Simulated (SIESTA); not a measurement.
Input of a SIESTA 5.4.2 run:

File ZrC.fdf:

```
SystemName                      ZrC
SystemLabel                     ZrC
NumberOfSpecies                 2
NumberOfAtoms                   2
%block ChemicalSpeciesLabel
  1  40 Zr
  2   6 C
%endblock ChemicalSpeciesLabel

LatticeConstant                 1.0 Ang
%block LatticeVectors
     0.0000000000     2.3650000000     2.3650000000
     2.3650000000     0.0000000000     2.3650000000
     2.3650000000     2.3650000000     0.0000000000
%endblock LatticeVectors
AtomicCoordinatesFormat         Fractional
%block AtomicCoordinatesAndAtomicSpecies
     0.5000000000     0.5000000000     0.5000000000  1  Zr
     0.0000000000     0.0000000000     0.0000000000  2  C
%endblock AtomicCoordinatesAndAtomicSpecies

%block kgrid.MonkhorstPack
   10   0   0  0.0
    0  10   0  0.0
    0   0  10  0.0
%endblock kgrid.MonkhorstPack
XC.Functional                   GGA
XC.Authors                      PBE
PAO.BasisSize                   TZDP
PAO.EnergyShift                 0.003 Ry
Mesh.Cutoff                     800 Ry
OccupationFunction              FD
ElectronicTemperature           0.05 eV
MaxSCFIterations                120
SCF.MustConverge                false
SCF.Mixer.Method                Pulay
SCF.Mixer.Weight                0.25
SCF.Mixer.History               8
SCF.DM.Tolerance                5.0e-05
SCF.H.Tolerance                 1.0e-03 eV
WriteForces                     true
Charge.Mulliken                 end
BandLinesScale                  ReciprocalLatticeVectors
%block BandLines
    1    0.000000   0.000000   0.000000  \Gamma
   12    0.500000   0.000000   0.500000  X
    6    0.500000   0.250000   0.750000  W
    4    0.375000   0.375000   0.750000  K
   13    0.000000   0.000000   0.000000  \Gamma
   11    0.500000   0.500000   0.500000  L
    8    0.625000   0.250000   0.625000  U
    4    0.500000   0.250000   0.750000  W
    9    0.500000   0.500000   0.500000  L
    8    0.375000   0.375000   0.750000  K
    1    0.625000   0.250000   0.625000  U
    4    0.500000   0.000000   0.500000  X
%endblock BandLines
%block PAO.PolarizationScheme
  Zr non-perturbative
  C non-perturbative
%endblock PAO.PolarizationScheme
%block PAO.Basis
  Zr 5
  n=4 0 2
    3.497 0.000
  n=5 0 3
    9.041 0.000 0.000
  n=4 1 2
    4.057 0.000
  n=5 1 2
    9.041 0.000
  n=4 2 3
    7.356 0.000 0.000
%endblock PAO.Basis
```

Potentials or basis: PseudoDojo 0.4 standard (PBE files), TZDP (energy shift 0.003 Ry; two zetas on semicore shells).

Run with:

```bash
$ siesta < ZrC.fdf > ZrC.out 2>&1
```

(1) What does it give for the band gap on the k mesh?

(2) Estimate the pressure.

## Answers

(1) none (metal or under the smearing width).

(2) -1.9 GPa.

Caveat: the basis of atomic orbitals isn't converged, which shifts pressures, moduli and gaps.
